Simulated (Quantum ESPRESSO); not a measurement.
HfN in Quantum ESPRESSO: the effect of target pressure

The system is HfN.

```xyz
2
Lattice="0.0000 2.2560 2.2560 2.2560 0.0000 2.2560 2.2560 2.2560 0.0000" Properties=species:S:1:pos:R:3 pbc="T T T"
Hf    0.0000    0.0000    0.0000
N     2.2560    2.2560    2.2560
```

Alike in all runs:

```yaml
Program: Quantum ESPRESSO 7.5
Task: relaxation of cell and atoms
Functional: PBEsol
Potentials_or_basis: GBRV 1.5 PBEsol
Cutoff: 707 eV
Density_cutoff: 5633 eV
k_mesh: 10 × 10 × 10
Occupations: fermi-dirac, width 0.05 eV
Spin: no spin polarisation
```

Each run relaxes the cell or the atoms first.

**Question.** One run gave: relaxed volume 11.01 Å³/atom. Which target pressure did it use?
A. 5 GPa
B. 20 GPa
C. 0 GPa
D. 30 GPa
E. 10 GPa

**Answer.** E.

```tsv
target pressure	relaxed volume (Å³/atom)
0 GPa	11.37
2 GPa	11.30
5 GPa	11.19
10 GPa	11.01
20 GPa	10.71
30 GPa	10.44
```
